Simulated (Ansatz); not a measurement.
# Pt: compression at zero temperature

The task here is to estimate one member of a computed series from the others.

The COD entry's cell or inner coordinates are ideal or old and differ from later refinements, so a difference from it is no clean test against experiment.

Method: DFT PBEsol, scalar-relativistic, plane waves, PAW, in Ansatz 0.2.0.

1 further run of the same task is left out (set aside as unsound or not needed).

### The structure to begin with

Symmetry: Fm-3m, No. 225, cubic system. Conventional cell: a = 3.918 Å, b = 3.918 Å, c = 3.918 Å, α = 90.00°, β = 90.00°, γ = 90.00°. Around Pt (site symmetry m-3m) lie 12 Pt at 2.77 Å.

Structure file:

```xyz
1
Lattice="0.0000 1.9590 1.9590 1.9590 0.0000 1.9590 1.9590 1.9590 0.0000" Properties=species:S:1:pos:R:3 pbc="T T T"
Pt    0.0000    0.0000    0.0000
```

This cell was relaxed beforehand with the same method: volume 15.04 Å³/atom, gap on the mesh none (metal).

The first run:

Contents of input.yaml:

```yaml
crystal:
  lattice:
    - [0.0, 1.9716056242, 1.9716056242]
    - [1.9716056242, 0.0, 1.9716056242]
    - [1.9716056242, 1.9716056242, 0.0]
  atoms:
    - { symbol: Pt, position: [0.0, 0.0, 0.0] }
basis:
  ecutwfc: 420
kpoints:
  mp_grid: { grid: [18, 18, 18] }
hamiltonian:
  xc: pbesol
scf:
  occupations: { method: gaussian, width: 0.1 }
output:
  forces: true
  stress: true
  eigenvalues: true
relax:
  adjacent_minimum: "off"
  f_tol: 0.008
  max_steps: 50
  cell: { stress_tol: 0.08, p_target: -2.0 }
```

Started as:

```sh
$ ansatz run input.yaml --threads 1 --pin off --max-ram 2560MiB --backend cpu --events-out ev --progress --plain --runs-dir out
```

Among the steps run: -2 GPa; 2 GPa; Relaxing at 5 GPa; 10 GPa; Relaxing at 20 GPa; 40 GPa.

One of the session's tables, all rows but one given; the rest of the session is left out.

Lengths are those of the vectors of the cell that was run:

```
P (GPa)  V (Å³/atom)  a (Å)  b (Å)  c (Å)  ΔH (eV/atom)
     -2        15.14  2.777  2.777  2.777        -0.188
      0        15.04  2.770  2.770  2.770         0.000
      2        14.93  2.764  2.764  2.764         0.187
      5        14.78  2.755  2.755  2.755         0.465
     10        14.56  2.741  2.741  2.741         0.923
     20            ?      ?      ?      ?             ?
     40        13.54  2.675  2.675  2.675         3.546
```

Estimate the missing values for P (GPa) = 20.

Worked estimate for «V (Å³/atom)». A straight line through the neighbours (10, 14.56) and (40, 13.54) gives 14.56 + (13.54 − 14.56) × (20 − 10) / (40 − 10) = 14.22; a parabola fitted to 3 rows on both sides gives 14.16.

As computed: V (Å³/atom): 14.17; a (Å): 2.716; b (Å): 2.716; c (Å): 2.716; ΔH (eV/atom): 1.819. In «V (Å³/atom)» the line misses by +0.05 and the parabola by -0.01.

ΔH is E + PV over the energy at zero pressure; a, b and c are the vectors of the computed cell. 
